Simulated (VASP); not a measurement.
# Zr (P6_3/mmc) in VASP: notebook

The runs below take Zr through relaxation of shape and atoms at fixed volume, with PBEsol.

Everything below comes from runs of VASP 6.6.1. Logs are shortened: lines on timing, memory, paths and dates and some standing lists are left out, and cuts for length are marked.

## Step 1: The undisturbed crystal

It takes space group P6_3/mmc (No. 194, hexagonal). The conventional cell has a = 3.232 Å, b = 3.232 Å, c = 5.147 Å, α = 90.00°, β = 90.00°, γ = 120.00°. Around Zr (site symmetry -6m2) lie 12 Zr at 3.18 to 3.23 Å.

## Step 2: Relaxation of shape and atoms at fixed volume, PBEsol (a relaxed cell with its volume scaled by 0.94)

Input file INCAR:

```
ALGO     = Normal         # electronic algorithm
EDIFF    = 1E-7           # SCF threshold, eV
EDIFFG   = -0.01          # ionic threshold
ENCUT    = 600            # plane-wave cutoff, eV
GGA      = PS             # functional
IBRION   = 2              # ionic algorithm
ISIF     = 4              # what is computed and relaxed
ISMEAR   = 1              # smearing method
LASPH    = True           # aspherical terms in the spheres
LCHARG   = False          # write CHGCAR
LREAL    = False          # projectors in reciprocal space
LWAVE    = False          # write WAVECAR
NELM     = 80             # most SCF steps
NSW      = 40             # ionic steps
PREC     = Accurate       # precision mode
SIGMA    = 0.1            # smearing width, eV
```

Input file KPOINTS:

```
k-points
0
Gamma
  15 15 7
```

Input file POSCAR:

```
Zr                                      
1.0
    3.1209973868     -0.0000000000      0.0000000000
   -1.5604986935      2.7028630221      0.0000000000
    0.0000000000     -0.0000000000      5.0095818218
  Zr            
     2
Direct
     0.3333333332999970    0.6666666667000030    0.2500000000000000
     0.6666666667000030    0.3333333332999970    0.7500000000000000
```

Potentials or basis: VASP PAW PBE potentials, release 64 (Zr_sv).

Run with:

```
> cat potpaw_PBE.64/Zr_sv/POTCAR > POTCAR
> mpirun -np 1 vasp_std > vasp.out
```

OUTCAR:

```text
EDIFF = 1E-7
   EDIFFG = -0.01
   ENCUT = 600
   GGA = PS
   IBRION = 2
   ISIF = 4
   ISMEAR = 1
   LASPH = True
   LREAL = False
   NELM = 80
   NSW = 40
   PREC = Accurate

 ion  position               nearest neighbor table
   1  0.333  0.667  0.250-   2 3.09   2 3.09   2 3.09   2 3.09   2 3.09   2 3.09
   2  0.667  0.333  0.750-   1 3.09   1 3.09   1 3.09   1 3.09   1 3.09   1 3.09

  LATTYP: Found a hexagonal cell.
 ALAT       =     3.1209973868
 C/A-ratio  =     1.6051220815

  Lattice vectors:

 A1 = (   3.1209973868,   0.0000000000,   0.0000000000)
 A2 = (  -1.5604986935,   2.7028630221,   0.0000000000)
 A3 = (   0.0000000000,   0.0000000000,   5.0095818218)

Analysis of symmetry for initial positions (statically):
=====================================================================
 Subroutine PRICEL returns:
 Original cell was already a primitive cell.

 Routine SETGRP: Setting up the symmetry group for a
 hexagonal supercell.

 Subroutine GETGRP returns: Found 24 space group operations
 (whereof 12 operations were pure point group operations)
 out of a pool of 24 trial point group operations.

The static configuration has the point symmetry D_3d.
 The point group associated with its full space group is D_6h.

Analysis of symmetry for dynamics (positions and initial velocities):
=====================================================================
 Subroutine PRICEL returns:
 Original cell was already a primitive cell.

 Routine SETGRP: Setting up the symmetry group for a
 hexagonal supercell.

 Subroutine GETGRP returns: Found 24 space group operations
 (whereof 12 operations were pure point group operations)
 out of a pool of 24 trial point group operations.

The dynamic configuration has the point symmetry D_3d.
 The point group associated with its full space group is D_6h.

 Subroutine INISYM returns: Found 24 space group operations
 (whereof 12 operations are pure point group operations),
 and found     1 'primitive' translations

----------------------------------------------------------------------------------------

                                     Primitive cell

  volume of cell :      42.2590

  direct lattice vectors                    reciprocal lattice vectors
     3.120997387  0.000000000  0.000000000     0.320410393  0.184989027  0.000000000
    -1.560498694  2.702863022  0.000000000     0.000000000  0.369978054  0.000000000
     0.000000000  0.000000000  5.009581822     0.000000000  0.000000000  0.199617460

  length of vectors
     3.120997387  3.120997387  5.009581822     0.369978054  0.369978054  0.199617460

  position of ions in fractional coordinates (direct lattice)
[... 67 lines left out ...]
   NGX,Y,Z   is equivalent  to a cutoff of  14.91, 14.91, 13.27 a.u.
   NGXF,Y,Z  is equivalent  to a cutoff of  29.83, 29.83, 26.55 a.u.
 SYSTEM =  unknown system
   PREC   = accura    normal or accurate (medium, high low for compatibility)
   ISTART =      0    job   : 0-new  1-cont  2-samecut
   ICHARG =      2    charge: 1-file 2-atom 10-const
   ISPIN  =      1    spin polarized calculation?
   LNONCOLLINEAR =      F non collinear calculations
   LSORBIT =      F    spin-orbit coupling
   LASPH  =      T    aspherical Exc in radial PAW
   ENCUT  =  600.0 eV  44.10 Ry    6.64 a.u.   6.23  6.23 10.01*2*pi/ulx,y,z
   NELM   =     80;   NELMIN=  2; NELMDL= -5     # of ELM steps
   EDIFF  = 0.1E-06   stopping-criterion for ELM
   LREAL  =      F    real-space projection
   EDIFFG = -.1E-01   stopping-criterion for IOM
   NSW    =     40    number of steps for IOM
   IBRION =      2    ionic relax: 0-MD 1-quasi-New 2-CG
   NFREE  =      1    steps in history (QN), initial steepest desc. (CG)
   ISIF   =      4    stress and relaxation
   ISYM   =      2    0-nonsym 1-usesym 2-fastsym
   POTIM  = 0.5000    time-step for ionic-motion
   TEBEG  =    0.0;   TEEND  =   0.0 temperature during run
   PSTRESS=    0.0 pullay stress
   NELECT =      24.0000    total number of electrons
   NUPDOWN=      -1.0000    fix difference up-down
   EMIN   =  10.00;   EMAX   =-10.00  energy-range for DOS
   EFERMI =   0.00;   METHOD = LEGACY
   ISMEAR =     1;   SIGMA  =   0.10  broadening in eV -4-tet -1-fermi 0-gaus
   EFERMI_NEDOS =   21; number of points for ismear=-14 and -15
   IALGO  =     38    algorithm
   IMIX   =      4    mixing-type and parameters
     AMIX     =   0.40;   BMIX     =  1.00
     AMIX_MAG =   1.60;   BMIX_MAG =  1.00
  volume/ion in A,a.u.               =      21.13       142.59
  Fermi-wavevector in a.u.,A,eV,Ry     =   1.355727  2.561953 25.007453  1.837996
  Thomas-Fermi vector in A             =   2.482790
   LORBIT       =      0    0 simple, 1 ext, 2 COOP (PROOUT), +10 PAW based schemes
   GGA     = PS    functional components
   LHFCALC =     F    Hartree Fock is set to
   AEXX    =    0.0000 exact exchange contribution
   IVDW    =     0    specifies the selected vdW correction
   LEPSILON=     F    determine dielectric tensor
   LRPA    =     F    only Hartree local field effects (RPA)
 conjugate gradient relaxation of ions
 non-spin polarized calculation
 Methfessel and Paxton  Order N= 1 SIGMA  =   0.10
  energy-cutoff  :      600.00
  volume of cell :       42.26
 maximum number of plane-waves:      1442
 NGX is ok and might be reduce to    28
   NGX = 13   NGY = 13   NGZ = 21

--------------------------------------- Ionic step        1  -------------------------------------------

 number of electron      24.0000000 magnetization

 Free energy of the ion-electron system (eV)
  ---------------------------------------------------
  ext. energy  EPLUGINS =         0.00000000
  ---------------------------------------------------
  free energy    TOTEN  =       -18.10811205 eV

  energy without entropy =      -18.10929113  energy(sigma->0) =      -18.10850508

 E-fermi :  10.0005     XC(G=0): -11.6540

 val. band max:        9.9945960195   @ k =   0.1333   0.0000   0.1429
 cond. band min:      10.0033328734   @ k =   0.4667   0.0000   0.0000
 fundamental gap:      0.0087368539
 Fermi energy:        10.0005375627

 k-point     1 :       0.0000    0.0000    0.0000
  band No.  band energies     occupation
      1     -38.5841      2.00000
      2     -38.3584      2.00000
      3     -17.3205      2.00000
      4     -16.1379      2.00000
      5     -16.1379      2.00000
      6     -15.9616      2.00000
[... 518 lines left out ...]
--------------------------------------- Ionic step        3  -------------------------------------------

 number of electron      24.0000000 magnetization

 Free energy of the ion-electron system (eV)
  ---------------------------------------------------
  ext. energy  EPLUGINS =         0.00000000
  ---------------------------------------------------
  free energy    TOTEN  =       -18.10864423 eV

  energy without entropy =      -18.10982304  energy(sigma->0) =      -18.10903717

 E-fermi :   9.9940     XC(G=0): -11.6539

 val. band max:        9.9831283412   @ k =   0.4667   0.0667   0.0000
 cond. band min:       9.9956425347   @ k =   0.2667   0.2667   0.2857
 fundamental gap:      0.0125141935
 Fermi energy:         9.9939966944

 k-point     1 :       0.0000    0.0000    0.0000
  band No.  band energies     occupation
      1     -38.5808      2.00000
      2     -38.3615      2.00000
      3     -17.3070      2.00000
      4     -16.1234      2.00000
      5     -16.1234      2.00000
      6     -15.9681      2.00000
[... 476 lines left out ...]
  FREE ENERGIE OF THE ION-ELECTRON SYSTEM (eV)
  ---------------------------------------------------
  free  energy   TOTEN  =       -18.1086442336 eV

  energy  without entropy=      -18.1098230398  energy(sigma->0) =      -18.10903717

 reached required accuracy - stopping structural energy minimisation
```

OSZICAR:

```text
N       E                     dE             d eps       ncg     rms          rms(c)
DAV:   1     0.237541003291E+03    0.23754E+03   -0.14788E+04  3456   0.168E+03
DAV:   2    -0.343924063803E+01   -0.24098E+03   -0.23864E+03  4376   0.441E+02
DAV:   3    -0.184942764877E+02   -0.15055E+02   -0.14895E+02  6400   0.852E+01
DAV:   4    -0.187967808744E+02   -0.30250E+00   -0.30243E+00  3816   0.129E+01
[... 20 lines left out ...]
DAV:   1    -0.181095465540E+02   -0.97442E-03   -0.57444E-02  3456   0.226E+00    0.168E-01
DAV:   2    -0.181088498882E+02    0.69667E-03   -0.17444E-03  4056   0.338E-01    0.797E-02
DAV:   3    -0.181086430926E+02    0.20680E-03   -0.80277E-04  4632   0.209E-01    0.135E-02
DAV:   4    -0.181086442149E+02   -0.11223E-05   -0.11834E-05  3880   0.345E-02    0.624E-03
DAV:   5    -0.181086442336E+02   -0.18734E-07   -0.55179E-07  4640   0.680E-03
   3 F= -.18108644E+02 E0= -.18109037E+02  d E =-.532180E-03
```

CONTCAR:

```text
Zr
   1.00000000000000
     3.1129292918305604   -0.0000000000075881    0.0000000000000000
    -1.5564646460215932    2.6958758468983550   -0.0000000000000000
     0.0000000000000000    0.0000000000000000    5.0355831572250027
  Zr
     2
Direct
     0.3333333332999970    0.6666666667000030    0.2500000000000000
     0.6666666667000030    0.3333333332999970    0.7500000000000000

  0.00000000E+00  0.00000000E+00  0.00000000E+00
  0.00000000E+00  0.00000000E+00  0.00000000E+00
```

It took 2.5 min on 1 thread of Intel Xeon Platinum 8488C (Sapphire Rapids), shared host; peak memory 0.22 GiB.

Results:

| Item | Value |
| --- | --- |
| Free energy | -18.1086 eV |
| Energy gained by relaxing | 0.3 meV/atom |
| Ionic steps | 3 |
| Pressure after relaxing | 6.7 GPa |
| Band gap on the k mesh | none (metal or under the smearing width) |

Step by step:
```csv
step,energy change (eV),largest force (eV/Å),pressure (GPa)
1,0.0000,0.0000,6.83
2,-0.0005,0.0000,6.76
3,-0.0005,0.0000,6.73
```

Final structure:
```cif
data_structure
_symmetry_space_group_name_H-M 'P 1'
_symmetry_Int_Tables_number 1
_cell_length_a 3.1129
_cell_length_b 3.1129
_cell_length_c 5.0356
_cell_angle_alpha 90.000
_cell_angle_beta 90.000
_cell_angle_gamma 120.000
_cell_volume 42.26
loop_
_atom_site_label
_atom_site_type_symbol
_atom_site_fract_x
_atom_site_fract_y
_atom_site_fract_z
_atom_site_occupancy
Zr1 Zr 0.33333 0.66667 0.25000 1
Zr2 Zr 0.66667 0.33333 0.75000 1
```

Levels at points of the mesh, in eV from the Fermi level:
| k point | band 10 | band 11 | band 12 | band 13 | band 14 | band 15 |
| --- | --- | --- | --- | --- | --- | --- |
| (0.00, 0.00, 0.00) | -3.32 | 0.88 | 0.88 | 0.89 | 1.46 | 1.63 |

Caveat: the PAW data sets were made with another functional, which shifts forces and pressure a little.

## Step 3: Relaxation of shape and atoms at fixed volume, PBEsol (a relaxed cell with its volume scaled by 0.96)

INCAR is that of step 2.

KPOINTS is that of step 2.

Input file POSCAR:

```
Zr                                      
1.0
    3.1429769659     -0.0000000000      0.0000000000
   -1.5714884830      2.7218978959      0.0000000000
    0.0000000000     -0.0000000000      5.0448617294
  Zr            
     2
Direct
     0.3333333332999970    0.6666666667000030    0.2500000000000000
     0.6666666667000030    0.3333333332999970    0.7500000000000000
```

Potentials or basis: VASP PAW PBE potentials, release 64 (Zr_sv).

Run with:

```
> cat potpaw_PBE.64/Zr_sv/POTCAR > POTCAR
> mpirun -np 1 vasp_std > vasp.out
```

Run time: 2.3 min. Hardware: 1 thread of Intel Xeon Platinum 8488C (Sapphire Rapids), shared host; peak memory 0.23 GiB.

The run converged. Its results:

| Item | Value |
| --- | --- |
| Free energy | -18.1400 eV |
| Energy gained by relaxing | 0.1 meV/atom |
| Ionic steps | 3 |
| Pressure after relaxing | 4.3 GPa |
| Band gap on the k mesh | none (metal or under the smearing width) |

Step by step:
```
step  energy change (eV)  largest force (eV/Å)  pressure (GPa)
   1              0.0000                0.0000            4.37
   2             -0.0001                0.0000            4.35
   3             -0.0002                0.0000            4.33
```

Final structure:
```
Zr
1.0
     3.13855    0.00000    0.00000
    -1.56928    2.71807    0.00000
     0.00000    0.00000    5.05910
Zr
2
Direct
  0.33333 0.66667 0.25000
  0.66667 0.33333 0.75000
```

Levels at points of the mesh, in eV from the Fermi level:
| k point | band 10 | band 11 | band 12 | band 13 | band 14 | band 15 |
| --- | --- | --- | --- | --- | --- | --- |
| (0.00, 0.00, 0.00) | -3.27 | 0.87 | 0.87 | 0.92 | 1.39 | 1.62 |

Caveat: the PAW data sets were made with another functional, which shifts forces and pressure a little.
